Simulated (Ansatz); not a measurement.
Born–Oppenheimer molecular dynamics of a periodic cell of 24 atoms, BeTe (surface BeTe(110)). It starts from a partly relaxed structure (largest force component 0.06 eV/Å).

Computed with Ansatz, DFT PBE, scalar-relativistic, plane waves, PAW. Settings: accuracy low, cutoff 420 eV, k mesh 2x2x1, fermi-dirac smearing 0.05 eV, no spin polarisation.

* ensemble: NVT, Nosé–Hoover chain
* time step: 1 fs
* steps asked: 300
* set temperature: 1200 K
* thermostat: time constant 200 fs, chain length 1
* atoms held: 1, 4, 6, 7
* seed: 669965

First frame:

```xyz
24
Lattice="7.8347 0.0000 0.0000 0.0000 5.5400 0.0000 0.0000 0.0000 20.7934" Properties=species:S:1:pos:R:3
Be 0.000 0.000 1.000
Te 0.000 1.512 2.921
Be 5.876 2.912 3.050
Te 1.959 4.155 1.000
Be 1.959 2.912 3.050
Te 5.876 4.155 1.000
Be 3.917 0.000 1.000
Te 3.917 1.512 2.921
Be 3.917 0.132 4.983
Te 3.917 1.492 7.029
Be 1.959 2.908 7.037
Te 5.876 4.273 5.037
Be 5.876 2.908 7.037
Te 1.959 4.273 5.037
Be 0.000 0.132 4.983
Te 0.000 1.492 7.029
Be 0.000 0.175 9.118
Te 0.000 1.388 11.271
Be 5.876 2.515 10.607
Te 1.959 4.294 9.043
Be 1.959 2.515 10.607
Te 5.876 4.294 9.043
Be 3.917 0.175 9.118
Te 3.917 1.388 11.271
```

**Question.** What does the run give?

**Answer.** All steps were run.

```json
{
  "steps done": "300",
  "time covered": "300 fs",
  "mean temperature over the second half": "774 K",
  "spread of the potential energy over the second half": "21.0 meV per atom",
  "mean potential energy of the second half above the start": "90.8 meV per atom"
}
```

The conserved energy stayed within 0.13 meV per atom of its start (net change 0.11 meV per atom), so the integration is sound. The mean temperature of the second half is 35 % below the set value. A run of 0.3 ps of so small a system gives no equilibrium averages. Limits of this set-up: coarse k mesh, slab without dipole correction, low accuracy level.

**Question.** What happens to the structure?

**Answer.** Mean squared displacements from the first frame to the last: Be 0.18 Å², Te 0.26 Å². This is one draw of velocities; another would differ in detail.

**Question.** How do temperature and energy run in time?

**Answer.** 
```json
{"time (fs)": "0", "T (K)": "1200", "potential energy less start (eV)": "0.000", "conserved less start (meV/atom)": "0.00"}
{"time (fs)": "25", "T (K)": "600", "potential energy less start (eV)": "1.558", "conserved less start (meV/atom)": "0.08"}
{"time (fs)": "50", "T (K)": "538", "potential energy less start (eV)": "1.747", "conserved less start (meV/atom)": "0.05"}
{"time (fs)": "75", "T (K)": "680", "potential energy less start (eV)": "1.425", "conserved less start (meV/atom)": "0.03"}
{"time (fs)": "100", "T (K)": "523", "potential energy less start (eV)": "1.901", "conserved less start (meV/atom)": "0.07"}
{"time (fs)": "125", "T (K)": "792", "potential energy less start (eV)": "1.316", "conserved less start (meV/atom)": "0.06"}
{"time (fs)": "150", "T (K)": "724", "potential energy less start (eV)": "1.656", "conserved less start (meV/atom)": "0.08"}
{"time (fs)": "175", "T (K)": "735", "potential energy less start (eV)": "1.802", "conserved less start (meV/atom)": "0.08"}
{"time (fs)": "200", "T (K)": "694", "potential energy less start (eV)": "2.096", "conserved less start (meV/atom)": "0.10"}
{"time (fs)": "225", "T (K)": "994", "potential energy less start (eV)": "1.584", "conserved less start (meV/atom)": "0.07"}
{"time (fs)": "250", "T (K)": "754", "potential energy less start (eV)": "2.462", "conserved less start (meV/atom)": "0.10"}
{"time (fs)": "275", "T (K)": "649", "potential energy less start (eV)": "3.018", "conserved less start (meV/atom)": "0.12"}
{"time (fs)": "300", "T (K)": "752", "potential energy less start (eV)": "3.011", "conserved less start (meV/atom)": "0.11"}
```

Time of the run: 9.4 min on 4 threads of Intel(R) Xeon(R) 6975P-C (Granite Rapids), on a shared host, peak memory 2.8 GiB.
